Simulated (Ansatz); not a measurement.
# Rh (Rh, dhcp): the cost of one run

Method: DFT PBE, plane waves (420 eV) with PAW, scalar-relativistic, in Ansatz 0.2.0.

### 1 The structure to begin with

Symmetry: P6_3/mmc, No. 194, hexagonal system. Conventional cell: a = 2.689 Å, b = 2.689 Å, c = 8.783 Å, α = 90.00°, β = 90.00°, γ = 120.00°. Around Rh (site symmetry -3m) lie 12 Rh at 2.69 Å. Rh (site symmetry -6m2) has 12 Rh at 2.69 Å as nearest neighbours.

Structure file:

```xyz
4
Lattice="2.6892 0.0000 0.0000 -1.3446 2.3289 0.0000 0.0000 0.0000 8.7829" Properties=species:S:1:pos:R:3 pbc="T T T"
Rh    0.0000    0.0000    0.0000
Rh    0.0000    0.0000    4.3915
Rh    0.0000    1.5526    2.1957
Rh    1.3446    0.7763    6.5872
```

Starting moments (μB): +1 ×4.

### 2 Geometry optimisation

input.yaml reads:

```yaml
crystal:
  lattice:
    - [2.6891940459, 0.0, 0.0]
    - [-1.3445970229, 2.3289103594, 0.0]
    - [0.0, 0.0, 8.7829077538]
  atoms:
    - { symbol: Rh, position: [0.0, 0.0, 0.0], spin: 1.0 }
    - { symbol: Rh, position: [0.0, 0.0, 0.5], spin: 1.0 }
    - { symbol: Rh, position: [0.3333333333, 0.6666666667, 0.25], spin: 1.0 }
    - { symbol: Rh, position: [0.6666666667, 0.3333333333, 0.75], spin: 1.0 }
hamiltonian:
  xc: pbe
  pseudopotentials:
    kind: paw
    azcp:
      Rh: "pseudopotentials/Rh.paw.azcp"
basis:
  ecutwfc: 420
  fft_grid_basis: typed
kpoints:
  mp_grid: { grid: [13, 13, 4], shift: [0, 0, 0] }
magnetization:
  spin_polarized: true
scf:
  occupations: { method: fermi_dirac, width: 0.05 }
relax:
  max_steps: 60
  f_tol: 0.01
  cell: {}
```

Q: Estimate wall time and peak memory on 2 threads of an Arm CPU, shared host.

About 41 s, with a peak of 0.47 GiB.
